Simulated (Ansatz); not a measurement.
# A computed series for NaF: response to strain

Consider NaF in the rock salt structure (space group Fm-3m, No. 225; a = 4.629 Å).

Strains are applied to the cell and any free atomic positions relax.

Computed with PBEsol (Ansatz, an electronic-structure program), no SOC.

Notes on the quantities. energy relative to the base: free energy F.

```csv
isotropic strain (%),energy relative to the base (meV/atom)
-3,17.0
-2,7.3
-1.5,?
-0.5,0.5
0,0.0
0.5,0.4
1,1.6
2,6.3
3,13.7
```

**Question.** Fit ΔE = Aε² + Bε³ (ε in %) to the rows shown and predict the withheld row.

**Answer.** Least squares on the printed values gives A = 1.70 and B = -0.061 meV/atom (largest residual 0.1 meV/atom); this predicts 4.0 meV/atom, and the run gives 4.1 meV/atom, in agreement.

No phonon test of stability was made.
